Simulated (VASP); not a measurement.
# InP (F-43m) in VASP: notebook, part 2 of 2

VASP 6.6.1.

## Step 4: Comparison with measurements

Step 2. A measured gap of InP is 1.4236 eV (direct; 1.6 K; a printed reference work, data compilation); the calculated 0.71 eV misses it by -0.71 eV. Spin-orbit coupling on In is left out. The value is that of PBE, without temperature or zero-point motion. Semilocal functionals fall short of measured gaps as a rule.

Step 3. Against the measured gap of InP, 1.4236 eV (direct; 1.6 K; a printed reference work, data compilation), the calculated 0.77 eV is off by -0.65 eV. Spin-orbit coupling on In is left out. The value is that of PBE, without temperature or zero-point motion. Semilocal functionals fall short of measured gaps as a rule.
